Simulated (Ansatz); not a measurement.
## Ba: one input, then a changed one

The cell is the one relaxed in the Materials Project (mp-10679), not relaxed further here; entries there can be hypothetical. The listed cell was then made from it by scaling, straining or moving an atom.

First run: DFT, r2SCAN, PAW with Ansatz's default frozen-core files, scalar-relativistic (Ansatz 0.2.0).

Command: `ansatz run input.yaml --threads 1 --pin off --max-ram 2048MiB --backend cpu --events-out ev --progress --plain --runs-dir out` The run took about 7.6 s on 1 thread of a shared machine.

```yaml
crystal:
  lattice:
    - [0.0, 3.2593824541, 3.2593824541]
    - [3.2593824541, 0.0, 3.2593824541]
    - [3.2593824541, 3.2593824541, 0.0]
  atoms:
    - { symbol: Ba, position: [0.0, 0.0, 0.0] }
kpoints:
  mp_grid: { grid: [9, 9, 9] }
scf:
  occupations: { method: fermi_dirac, width: 0.05 }
hamiltonian:
  xc: r2scan
  pseudopotentials: { kind: paw }
output:
  forces: true
  stress: true
  eigenvalues: true
  efg: { contact_densities: true }
  write_density: true
  write_potential: true
  elf: true
  volumetric_format: npy
```

Result: converged; pressure -0.26 GPa; no gap on the k mesh; 7 SCF iterations.

Spin–orbit coupling is left out, though it moves levels of the heavy atoms by tenths of an eV or more.

A second input differs as follows:

```diff
@@ -10,7 +10,9 @@
 scf:
   occupations: { method: fermi_dirac, width: 0.05 }
+  max_iter: 75
 hamiltonian:
   xc: r2scan
   pseudopotentials: { kind: paw }
+  hubbard: { sites: [{ species: Ba, l: p, u_eff: 40.0 }] }
 output:
   forces: true
@@ -18,7 +20,3 @@
   eigenvalues: true
   efg: { contact_densities: true }
-  write_density: true
-  write_potential: true
-  elf: true
-  volumetric_format: npy
```

Question: What is wrong with it, and what does the program do?

Answer: The fault is an enormous or negative U. The run converged; pressure 9.84 GPa; no gap on the k mesh; 7 SCF iterations. Such numbers aren't properties of the crystal. The log ends:
```
--- Band table (eV; the first three rows and the last of 35) ---
  k-point 0: bands = ["-24.3296", "-8.4981", "-8.4981", "-8.4981", "2.8769", "7.2656", "7.2656", "7.2656", "8.6724"]
  k-point 1: bands = ["-22.7832", "-8.9813", "-8.5322", "-8.5322", "4.7097", "7.9240", "7.9240", "8.5435", "8.5435"]
  k-point 2: bands = ["-22.5705", "-9.1040", "-8.5987", "-8.5987", "5.2674", "8.0641", "8.0641", "9.1038", "9.1038"]
  k-point 34: bands = ["-24.2334", "-9.2085", "-9.1799", "-9.0906", "7.4679", "8.7988", "9.4167", "10.2681", "10.5763"]
Occupation matrices written to <dir>
```
